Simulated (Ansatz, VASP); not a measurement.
## SiN in VASP and in Ansatz

The input INCAR:

```
PREC     = Accurate       # precision mode
ENCUT    = 600            # plane-wave cutoff, eV
EDIFF    = 1E-7           # SCF threshold, eV
ISMEAR   = 0              # smearing method
SIGMA    = 0.1            # smearing width, eV
LREAL    = F              # projectors in reciprocal space
LASPH    = T              # aspherical terms in the spheres
NELM     = 60             # most SCF steps
ALGO     = Normal         # electronic algorithm
ISIF     = 3              # what is computed and relaxed
LWAVE    = F              # write WAVECAR
LCHARG   = F              # write CHGCAR
GGA      = PE             # functional
IBRION   = 2              # ionic algorithm
NSW      = 90             # ionic steps
EDIFFG   = -0.04          # ionic threshold
```

Contents of KPOINTS:

```
Automatic mesh
0
Gamma
  6 6 6
```

The input POSCAR:

```
SiN
1.0
    0.0000000000      2.2334539985      2.2334539985
    2.2334539985      0.0000000000      2.2334539985
    2.2334539985      2.2334539985      0.0000000000
Si N
1 1
Direct
    0.0000000000      0.0000000000      0.0000000000
    0.5000000000      0.5000000000      0.5000000000
```

Input for Ansatz:

```yaml
crystal:
  lattice:
    - [0.0, 2.2334539985, 2.2334539985]
    - [2.2334539985, 0.0, 2.2334539985]
    - [2.2334539985, 2.2334539985, 0.0]
  atoms:
    - { symbol: Si, position: [0.0, 0.0, 0.0] }
    - { symbol: "N", position: [0.5, 0.5, 0.5] }
basis:
  ecutwfc: 420
kpoints:
  mp_grid: { grid: [6, 6, 6] }
hamiltonian:
  xc: pbe
scf:
  occupations: { method: gaussian, width: 0.1 }
  lower_state_search: "off"
output:
  forces: true
  stress: true
  eigenvalues: true
relax:
  adjacent_minimum: "off"
  f_tol: 0.04
  max_steps: 70
  cell: { stress_tol: 0.4 }
```

Alike in both runs: task relaxation of cell and atoms; functional PBE; k mesh 6 × 6 × 6; occupations gaussian, width 0.1 eV; no spin polarisation.

```csv
,VASP,Ansatz
version,VASP 6.6.1,Ansatz 0.2.0
potentials or method,"VASP PAW PBE potentials, release 64 (Si, N)","scalar-relativistic, plane waves, PAW"
plane-wave cutoff (eV),600,420
valence electrons in the cell,9,9
```

|  | VASP | Ansatz | Ansatz less VASP |
| --- | --- | --- | --- |
| gap on the k mesh at the Fermi level, each at its own relaxed structure (eV) | none | none | - |
| relaxed volume (Å³/atom) | 9.69 | 9.70 | +0.003 |
| relaxed cell length with the largest relative difference (Å) | 3.015 | 3.016 | +0.0004 |
| energy change over the relaxation (meV/atom) | -100 | -98 | +1.7 |

A gap of «none» marks a metal or a gap that the smearing closes.

Caveats: the k mesh is coarse (spacing up to 0.41 Å⁻¹), so the values aren't converged.
